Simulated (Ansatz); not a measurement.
The system is BaTiO3.

```
CELL_PARAMETERS angstrom
0.00000 -2.83705 -2.84580
-3.98410 2.83705 -2.84580
3.98410 2.83705 -2.84580
ATOMIC_POSITIONS crystal
Ba 0.01483 0.52342 0.49595
Ba 0.98517 0.97658 0.00405
Ti 0.46949 0.00348 0.49813
Ti 0.51471 0.48862 0.99397
O 0.48613 0.25419 0.28052
O 0.52967 0.75371 0.72738
O 0.43502 0.81668 0.27996
O 0.55996 0.18961 0.72633
O 0.02114 0.00157 0.50510
O 0.99144 0.49592 0.99239
```

```yaml
Program: Ansatz 0.2.0
Task: relaxation of cell and atoms
Functional: PBE
Potentials_or_basis: Ansatz PAW
Cutoff: "420 eV (not typed: the program's choice for these potentials)"
k_mesh: 7 × 5 × 5
Occupations: fermi-dirac, width 0.05 eV
Spin: no spin polarisation
Hubbard_terms: Ti d U = 5 eV
```

At the start: volume 12.87 Å³/atom.

Where does the relaxation end?

It ends after 10 steps and the volume is 13.27 Å³/atom (+3.1 %); space group R3m (No. 160, to 0.05 Å).

The path:
| step | energy change (eV) | largest force (eV/Å) | volume (Å³) |
| --- | --- | --- | --- |
| 1 | 0.0000 | 12.1889 | 128.67 |
| 2 | -3.5445 | 4.7650 | 130.98 |
| 3 | -4.5449 | 1.5300 | 129.39 |
| 4 | -4.6862 | 0.0584 | 131.63 |
| 5 | -4.6881 | 0.0719 | 131.39 |
| 6 | -4.6930 | 0.0698 | 132.66 |
| 7 | -4.6955 | 0.0105 | 132.39 |
| 8 | -4.7103 | 0.0105 | 132.39 |
| 9 | -4.7097 | 0.0022 | 132.65 |
| 10 | -4.7105 | 0.0022 | 132.65 |

Final structure:
```xyz
10
Lattice="-0.0040 -2.8629 -2.8565 -4.0419 2.8628 -2.8622 4.0513 2.8751 -2.8631" Properties=species:S:1:pos:R:3 pbc="T T T"
Ba   -0.0188    2.8346   -2.8643
Ba   -4.0694   -0.0345   -5.7205
Ti    1.9663   -0.0772   -2.8587
Ti    1.9710    2.7917   -5.7212
O     0.0447    0.0297   -2.8653
O     0.0493    2.8987   -5.7280
O    -2.0028    1.4812   -4.3173
O     2.0438    1.4874   -4.3177
O     2.0444    1.4818   -1.4202
O     2.0451    1.4880   -7.1394
```

Caveat: the electronic state changed during the relaxation; the plane-wave basis is chosen anew once the cell has moved, so the energies of steps on either side of that aren't comparable; the pressure holds a Pulay correction of +0.5 GPa for the finite cutoff.
